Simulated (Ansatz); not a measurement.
## Si/ZnS/CoSi2: a contact from a semiconductor to a metal

Wanted: barrier heights, local density of states and T(E) for Si/ZnS/CoSi2. The semiconductor is Si diamond(111), undoped, with its far face capped by hydrogen, and the metal is CoSi2 fluorite(111), with ZnS wurtzite(0001) between them (whole bilayers). After relaxation the nearest pair at the metal is Si–Zn at 2.43 Å, along the normal. The common net has a side of 3.85 Å, which strains the semiconductor by -0.5 %, the layer between by +0.0 % and the metal by +1.6 %, against typed lattice constants near PBE's. The first steps treat the bulk crystals alone.

Method: PBE DFT, plane waves, PAW files, in the first sound run; inputs show where later runs differ, in Ansatz 0.2.0.

Report form: the programs' logs are mostly left out.

### Step 1. The structure

The structure is trigonal, space group R-3m (No. 166). Conventional cell: a = 3.850 Å, b = 3.850 Å, c = 9.505 Å, α = 90.00°, β = 90.00°, γ = 120.00°. Nearest to Si lie 4 Si at 2.36 to 2.38 Å.

### Step 2. The strained electrode, 6 atoms, electrode Si diamond(111)

The electrode is held to the junction's net and relaxed along the normal; its spacing is used for the ideal lead layers.

File input.yaml:

```yaml
crystal:
  lattice:
    - [3.85, 0.0, 0.0]
    - [-1.925, 3.3341978046, 0.0]
    - [0.0, 0.0, 9.5049656028]
  atoms:
    - { symbol: Si, position: [0.0, 0.0, 0.0] }
    - { symbol: Si, position: [0.0, 0.0, 0.25] }
    - { symbol: Si, position: [0.3333333333, 0.6666666667, 0.3333333333] }
    - { symbol: Si, position: [0.3333333333, 0.6666666667, 0.5833333333] }
    - { symbol: Si, position: [0.6666666667, 0.3333333333, 0.6666666667] }
    - { symbol: Si, position: [0.6666666667, 0.3333333333, 0.9166666667] }
kpoints:
  mp_grid: { grid: [12, 12, 3] }
scf:
  occupations: { method: fermi_dirac, width: 0.1 }
  max_iter: 150
hamiltonian:
  xc: pbe
relax:
  f_tol: 0.01
  max_steps: 40
  cell: { fix: [a, b, angles] }
```

Run with:

```bash
> ansatz run input.yaml --threads 8 --pin off --max-ram 24576MiB --backend cpu --events-out ev --progress --plain --runs-dir out
```

Elapsed: 2.9 s, on 8 threads of Arm Neoverse V2, shared host; peak memory 0.52 GiB; 20 s of CPU time.

Step by step:

```csv
step,energy less that of the first step (eV),largest force component (eV/Å),pressure (GPa),volume (Å³)
1,0.0000,0.0829,0.56,122.01
2,-0.0009,0.0206,0.61,121.93
3,-0.0009,0.0005,0.68,121.84
4*,-0.0009,0.0005,0.68,121.84
```

Relaxation steps marked * repeat the geometry before them on a plane-wave basis chosen anew for their cell, so energy and pressure can jump there.

Forces are held to the 36 operations that the run works with; a distortion that breaks them can't arise in this run.

| conventional cell, symmetrised | before | after | change |
| --- | --- | --- | --- |
| a (Å) | 3.850 | 3.850 | +0.0 % |
| b (Å) | 3.850 | 3.850 | +0.0 % |
| c (Å) | 9.505 | 9.492 | -0.1 % |
| volume (Å³/atom) | 20.34 | 20.31 | -0.1 % |

This step gave:

- free energy: -3814.8576 eV
- Fermi energy: 6.392 eV
- pressure: 0.6766 GPa

### Step 3. Layer spacing of the electrode, 9 atoms, electrode CoSi2 fluorite(111)

System of this step: CoSi2. It takes space group R-3m (No. 166, trigonal). The conventional cell has a = 3.850 Å, b = 3.850 Å, c = 9.181 Å, α = 90.00°, β = 90.00°, γ = 120.00°. Nearest to Si lie 4 Co at 2.30 to 2.35 Å. Co has 8 Si at 2.30 to 2.35 Å nearest. Farther neighbours are not listed.

input.yaml, the sections that differ from step 2:

```yaml
crystal:
  lattice:
    - [3.85, 0.0, 0.0]
    - [-1.925, 3.3341978046, 0.0]
    - [0.0, 0.0, 9.1810721018]
  atoms:
    - { symbol: Si, position: [0.0, 0.0, 0.0] }
    - { symbol: Co, position: [0.3333333333, 0.6666666667, 0.0833333333] }
    - { symbol: Si, position: [0.6666666667, 0.3333333333, 0.1666666667] }
    - { symbol: Si, position: [0.3333333333, 0.6666666667, 0.3333333333] }
    - { symbol: Co, position: [0.6666666667, 0.3333333333, 0.4166666667] }
    - { symbol: Si, position: [0.0, 0.0, 0.5] }
    - { symbol: Si, position: [0.6666666667, 0.3333333333, 0.6666666667] }
    - { symbol: Co, position: [0.0, 0.0, 0.75] }
    - { symbol: Si, position: [0.3333333333, 0.6666666667, 0.8333333333] }
# kpoints, scf, hamiltonian, relax: as in step 2
```

Elapsed: 12 s, on 8 threads; peak memory 0.72 GiB; 90 s of CPU time.

This run has no spin polarisation, although Co can carry a moment.

Relaxation path:

```
step  energy less that of the first step (eV)  largest force component (eV/Å)  pressure (GPa)  volume (Å³)
   1                                   0.0000                          0.2697           -3.28       117.85
   2                                  -0.0117                          0.1660           -3.38       117.88
   3                                  -0.0189                          0.0021           -3.33       117.81
   4                                  -0.0189                          0.0001           -3.45       117.89
   5                                  -0.0189                          0.0002           -3.41       117.87
  6*                                  -0.0189                          0.0002           -3.41       117.87
```

Relaxation steps marked * repeat the geometry before them on a plane-wave basis chosen anew for their cell, so energy and pressure can jump there.

The run keeps the 36 symmetry operations that it works with, so distortions that break them were not tested.

```
conventional cell, symmetrised  before  after  change
                         a (Å)   3.850  3.850  +0.0 %
                         b (Å)   3.850  3.850  +0.0 %
                         c (Å)   9.181  9.182  +0.0 %
              volume (Å³/atom)   13.09  13.10  +0.0 %
```

The atoms that moved most (Å, as changes of fractional coordinates times the final cell):

| atom | dx | dy | dz | length |
| --- | --- | --- | --- | --- |
| Si7 | 0.000 | 0.000 | 0.023 | 0.023 |
| Si6 | 0.000 | 0.000 | -0.023 | 0.023 |
| Si3 | 0.000 | 0.000 | -0.023 | 0.023 |
| Si1 | 0.000 | 0.000 | 0.023 | 0.023 |
| Si4 | 0.000 | 0.000 | 0.023 | 0.023 |
| Si9 | 0.000 | 0.000 | -0.023 | 0.023 |

Numbers from this step:

```
free energy  : -19197.5423 eV
Fermi energy : 12.51 eV
pressure     : -3.412 GPa
```

The relaxation ends with a largest force component of 2.1e-4 eV/Å.

### Step 4. Relaxing the interfaces

System of this step: Si/ZnS/CoSi2. The cell holds 16 atoms: 9 Si, 2 S, 2 Zn, 2 Co and 1 H. Its edges and angles: a = 3.850 Å, b = 3.850 Å, c = 35.475 Å, α = 90.0°, β = 90.0°, γ = 120.0°. Vacuum lies along c.

The bonds at the contact set its dipole, and with it the barrier heights, so the interface is relaxed first in a short slab. The dipole correction removes the field between the unlike outer faces.

File input.yaml:

```yaml
crystal:
  lattice:
    - [3.85, 0.0, 0.0]
    - [-1.925, 3.3341978046, 0.0]
    - [0.0, 0.0, 35.4753009112]
  atoms:
    - { symbol: Si, position: [0.0, 0.0, 0.2255090103] }
    - { symbol: Si, position: [0.33333333, 0.66666667, 0.2478366706] }
    - { symbol: Si, position: [0.33333333, 0.66666667, 0.3148196514] }
    - { symbol: Si, position: [0.66666667, 0.33333333, 0.3371473117] }
    - { symbol: Si, position: [0.66666667, 0.33333333, 0.4041302925] }
    - { symbol: Si, position: [0.0, 0.0, 0.4264579528] }
    - { symbol: S, position: [0.0, 0.0, 0.4887548169] }
    - { symbol: Zn, position: [0.33333333, 0.66666667, 0.5106328554] }
    - { symbol: S, position: [0.33333333, 0.66666667, 0.5776899329] }
    - { symbol: Zn, position: [0.0, 0.0, 0.5995679714] }
    - { symbol: Si, position: [0.0, 0.0, 0.666656902] }
    - { symbol: Co, position: [0.33333333, 0.66666667, 0.6882237195] }
    - { symbol: Si, position: [0.66666667, 0.33333333, 0.709790537] }
    - { symbol: Si, position: [0.33333333, 0.66666667, 0.7529241721] }
    - { symbol: Co, position: [0.66666667, 0.33333333, 0.7744909897] }
    - { symbol: H, position: [0.0, 0.0, 0.1832260709] }
kpoints:
  mp_grid: { grid: [8, 8, 1] }
scf:
  occupations: { method: fermi_dirac, width: 0.1 }
  max_iter: 150
hamiltonian:
  xc: pbe
efield:
  axis: 3
  dipole_correction: true
relax:
  f_tol: 0.04
  max_steps: 60
output:
  forces: true
```

Elapsed: 18 s, on 8 threads; peak memory 1.5 GiB; 2.2 min of CPU time.

This run has no spin polarisation although its electron count is odd.

Relaxation path:

| step | energy less that of the first step (eV) | largest force component (eV/Å) |
| --- | --- | --- |
| 1 | 0.0000 | 1.3637 |
| 2 | -0.2954 | 0.6814 |
| 3 | -0.3639 | 0.2200 |
| 4 | -0.3688 | 0.0501 |
| 5 | -0.3697 | 0.0138 |

The run keeps the 6 symmetry operations that it works with, so distortions that break them were not tested.

The atoms that moved most (Å):

```
atom     dx     dy      dz  length
Co15  0.000  0.000  -0.187   0.187
Si11  0.000  0.000   0.155   0.155
Zn10  0.000  0.000   0.100   0.100
 Si6  0.000  0.000  -0.099   0.099
Si13  0.000  0.000  -0.091   0.091
 Si1  0.000  0.000   0.072   0.072
 H16  0.000  0.000   0.068   0.068
  S7  0.000  0.000  -0.065   0.065
```

Numbers from this step:

```
free energy               : -24434.8146 eV
Fermi energy              : 3.460 eV
work function, upper face : 4.058 eV
work function, lower face : 3.819 eV
dipole moment             : -0.01701 e·Å
dipole field              : -0.006758 V/Å
```

The largest force component on a free atom ends at 0.014 eV/Å. The work functions of the outer faces are 3.82 and 4.06 eV.

### Step 5. T(E) from the semiconductor into the metal, atomic planes in the barrier 4, gap between the electrodes 8.77 Å

This step: PBE DFT, plane waves, PAW files; ballistic transmission by layer matching between semi-infinite leads (Ansatz 0.2.0).

System of this step: Si/ZnS/CoSi2. The cell holds 52 atoms: 38 Si, 2 S, 2 Zn, 9 Co and 1 H. Cell: a = 3.850 Å, b = 3.850 Å, c = 93.224 Å, α = 90.0°, β = 90.0°, γ = 120.0°. Regions: left electrode, 20 atoms (20 Si); barrier, 4 atoms (2 S and 2 Zn); right electrode, 27 atoms (18 Si and 9 Co). Vacuum lies along c.

The semiconductor is one lead and the metal the other. The lead's open channels mark its band edges against the Fermi level.

File input.yaml:

```yaml
crystal:
  lattice:
    - [3.85, 0.0, 0.0]
    - [-1.925, 3.3341978046, 0.0]
    - [0.0, 0.0, 93.2242367071]
  atoms:
    - { symbol: Si, position: [0.66666667, 0.33333333, 0.1662657754] }
    - { symbol: Si, position: [0.0, 0.0, 0.1748070822] }
    - { symbol: Si, position: [0.0, 0.0, 0.2002045096] }
    - { symbol: Si, position: [0.33333333, 0.66666667, 0.2087458165] }
    - { symbol: Si, position: [0.33333333, 0.66666667, 0.2341432439] }
    - { symbol: Si, position: [0.66666667, 0.33333333, 0.2426845508] }
    - { symbol: Si, position: [0.66666667, 0.33333333, 0.2680819782] }
    - { symbol: Si, position: [0.0, 0.0, 0.276623285] }
[... 40 atom lines left out ...]
    - { symbol: Si, position: [0.66666667, 0.33333333, 0.8339120498] }
    - { symbol: Co, position: [0.0, 0.0, 0.8418682554] }
    - { symbol: Si, position: [0.33333333, 0.66666667, 0.849824461] }
    - { symbol: H, position: [0.66666667, 0.33333333, 0.150175539] }
kpoints:
  mp_grid: { grid: [8, 8, 1] }
scf:
  occupations: { method: fermi_dirac, width: 0.1 }
  max_iter: 150
hamiltonian:
  xc: pbe
efield:
  axis: 3
  dipole_correction: true
output:
  transmission:
    kmesh: [12, 12]
    e_range: [-2.5, 2.5]
    de: 0.05
    leads: [[8, 10], [37, 40]]
  dos: { projected: true, e_range: [-6, 5], de: 0.05 }
  write_potential: true
  write_density: true
  volumetric_format: npy
  elf: true
```

The job ended after 3.5 min (8 threads; peak memory 9.7 GiB).

This step gave:

```yaml
free_energy: -78767.3695 eV
fermi_energy: 5.111 eV
level_to_which_the_leads_are_filled: 0 eV from the Fermi level
transmission_at_the_fermi_level_a_spin_zone_mean: 0
channels_of_the_lower_lead: 0
channels_of_the_upper_lead: 1.271
potential_step_in_the_lower_lead: 38 meV
potential_step_in_the_upper_lead: 7.9 meV
work_function_upper_face: 4.963 eV
work_function_lower_face: 4.214 eV
dipole_moment: -0.05316 e·Å
dipole_field: -0.008039 V/Å
```

One spin. The transmission, zone mean by energy, zero at the Fermi level:

energy (eV), transmission, zone mean and a bar:
```
   -2.400      0.144 ########
   -2.200      0.064 ####
   -2.000      0.013 #
   -1.800      0.012 #
   -1.600      0.009 
   -1.400      0.007 
   -1.200      0.002 
   -1.000      0.001 
   -0.800      0.001 
   -0.600      0.000 
   -0.400      0.000 
   -0.200      0.000 
    0.000      0.000 
    0.200      0.000 
    0.400      0.001 
    0.600      0.001 
    0.800      0.004 
    1.000      0.004 
    1.200      0.030 ##
    1.400      0.034 ##
    1.600      0.083 #####
    1.800      0.205 ############
    1.950      0.253 ##############
    2.000      0.218 ############
    2.200      0.261 ###############
    2.400      0.407 #######################
    2.450      0.530 ##############################
```

One spin. Open channels, zone mean against energy, zero at the Fermi level:

```
energy (eV)  lower lead  upper lead
     -2.400        1.63        1.06
     -2.200        1.59        1.44
     -2.000        1.47        1.55
     -1.800        1.34           2
     -1.600       0.979        1.96
     -1.400       0.729        1.32
     -1.200       0.562        1.72
     -1.000       0.312        1.63
     -0.800       0.188        1.67
     -0.600       0.146        1.90
     -0.400           0        1.83
     -0.200           0        1.60
      0.000           0        1.27
      0.200      0.0417        1.15
      0.400       0.208       0.979
      0.600       0.333       0.903
      0.800       0.667       0.681
      1.000       0.833       0.597
      1.200        1.07       0.597
      1.400        1.40       0.514
      1.600        1.94       0.882
      1.800        2.11       0.924
      2.000        2.28        1.26
      2.200        2.03        1.72
      2.400        1.83        1.92
```

Projected DOS an atom over height of the atomic layer and energy from the Fermi level. Layers: H Si Si Si Si Si Si Si Si Si Si Si Si Si Si Si Si Si Si Si Si S Zn S Zn Si Co Si Si Co Si Si Co Si Si Co Si Si Co Si Si Co Si Si Co Si Si Co Si Si Co Si; projections on atoms miss part of the total, and the computed bands can run out at the top of the range; a column is the mean of 4 neighbouring layers, the last of those left over.

Ten even steps from '_' (0.00 states/eV) to '@' (2.30 states/eV), each cell a mean:
```
__________________________
..........__..............
..........__..::::::::::::
::----::::................
::::::::::................
::::::::::....::::::::::..
..::::::::..__............
__......::..____________..
________....____________..
____________..............
____________::..::....::--
____________--::==----==--
__....______==--**----**++
..::::::..__++++@@++++@@==
::::::::::..----==::::==--
::::::::--::::::--::::--::
::::------::..::::::::--::
::::::::::--::--========--
::::::::::--::::::::::::..
..........::..............
________..--..............
__________::............__
```
Columns: height of the atomic layer (Å) from 16.1 to 77.9 (not evenly spaced); rows upwards: energy from the Fermi level (eV) from -6 to 5.

Valence density in the ca plane at fractional y = 0.000, with atoms of Si and S and Zn and Co within 0.2 Å of it. It is the smooth field of the valence electrons, not physical close to the nuclei.

Values in e/Å³, 6 rows by 16 columns, each cell a mean:
```
 1  1  0  0  1  7  0  0  0  0  0  0  0  1 11  1
 0  0  0  0  0  0  0  0  0  0  0  0  0  0  1  0
 0  0  0  0  0  0  0  0  0  0  0  0  0  0  0  0
 0  0  0  0  0  0  0  0  0  0  0  0  0  0  0  0
 0  1  0  0  0  1  0  0  0  0  0  0  0  0  1  0
 1  1  0  0  1 14  1  0  0  0  0  0  0  1 20  1
```
Columns run along c (16.0 Å, from fractional 0.49 to 0.66 of the cell), rows up along a (3.9 Å). Atoms in or near the plane, at fractional coordinates: S at (0.50, 0.00), Zn at (0.55, 0.00), Si at (0.57, 0.00), Si at (0.62, 0.00), Co at (0.64, 0.00).

ELF in the ca plane at fractional y = 0.000, with atoms of Si and S and Zn and Co within 0.2 Å of it. It is the smooth field of the valence electrons, not physical close to the nuclei.

Ten even steps from '0' (0.00) to '9' (0.95), each cell a mean:
```
00000000000000000000001454326998433552000000
00000000000000000000001578756887567863000122
00000000000000000001112589875445689863112466
00000000000000000245432468763112477753334789
00000000000000001467753356641001256544345899
00000000000000001356643457652001356654335899
00000000000000000122222478874323578863223678
00000000000000000000002578876666678863101244
00000000000000000000001466436898435652000011
00000000000000000000001443336998442442000000
```
Columns run along c (16.0 Å, from fractional 0.07 to 0.24 of the cell), rows up along a (3.9 Å). Atoms in or near the plane, at fractional coordinates: Si at (0.17, 0.00), Si at (0.20, 0.00).

Electrostatic potential energy in the ca plane at fractional y = 0.000, with atoms of Si and S and Zn and Co within 0.2 Å of it. With pseudopotentials it is smooth inside the atoms' cores, unlike the true potential.

Values in eV, 6 rows by 16 columns, each cell a mean:
```
-38 -13 -23 -18   7   6 -20 -21  -5 -39  -2   8   4 -33 -17 -20
 -2   3   1   1   6   7   2   2   6  -1   4   6   5  -1   3   2
  3   7   7   3   5   6   5   8   8   5   1   4   2   5   6   3
  3   6   6   4   5   6   5   7   8   5   2   4   3   5   6   3
-10   0  -6  -3   7   7  -4  -4   3 -10   3   7   5  -8  -1  -2
-46 -17 -26 -21   6   6 -25 -26  -9 -47  -4   8   3 -41 -22 -26
```
Columns run along c (16.0 Å, from fractional 0.47 to 0.65 of the cell; values clipped at the 3rd and 97th percentile), rows up along a (3.9 Å). Atoms in or near the plane, at fractional coordinates: Si at (0.48, 0.00), S at (0.50, 0.00), Zn at (0.55, 0.00), Si at (0.57, 0.00), Si at (0.62, 0.00), Co at (0.64, 0.00).

The semiconductor's channels close between -0.45 and +0.15 eV. In the worse lead the potential repeats within 38 meV, which the program flags as too much for a lead, so the lead is short or a field runs through it.

(Part 1 of 2 ends here.)

[Logs are printed without paths, hosts, clocks, repeated set-up lines and the standing remarks that a program may print on its own settings, such as how far it seeks lower states.]

[Hosts, paths, dates, database ids (printed as entryN), source tags and the programs' standing remarks are cut or masked in the printed files.]
